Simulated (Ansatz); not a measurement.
**HfO$_{2}$: tetragonal deformation path**

The calculation used DFT PBE, scalar-relativistic, plane waves, PAW (Ansatz). Cutoff 420 eV, Γ-centred 8×8×6 k-points, Gaussian smearing of 0.05 eV. Spin–orbit coupling is left out, which can shift energies with elements as heavy as these. No spin polarisation. Energies are free energies at this smearing, counted from the undisturbed cell; pressure is positive in compression.

The undisturbed cell (relaxed at this level; this form isn't the usual structure):

```
Hf O
1.0
     3.60430    0.00000    0.00000
     0.00000    3.60430    0.00000
     0.00000    0.00000    5.26397
Hf O
2 4
Cartesian
  1.8022 1.8022 2.6320
  0.0000 0.0000 0.0000
  0.0000 1.8022 3.6493
  1.8022 0.0000 4.2467
  1.8022 0.0000 1.6147
  0.0000 1.8022 1.0173
```

At fixed volume and fractional coordinates, lengths along (0.000, 0.000, 1.000) are scaled against those across it; ρ is that ratio over its starting value.

```csv
ρ,ΔE (meV/atom),pressure (GPa)
0.800,418.1,-2.3
0.850,215.7,-2.5
0.920,54.8,-1.7
0.960,12.9,-0.9
1.000,0.0,0.0
1.050,17.8,1.2
1.100,66.4,2.4
1.200,233.4,4.6
1.300,463.3,6.3
```

Cost: 9 runs of about 1.3 core-minutes in all, on Arm Neoverse V2 (shared hosts).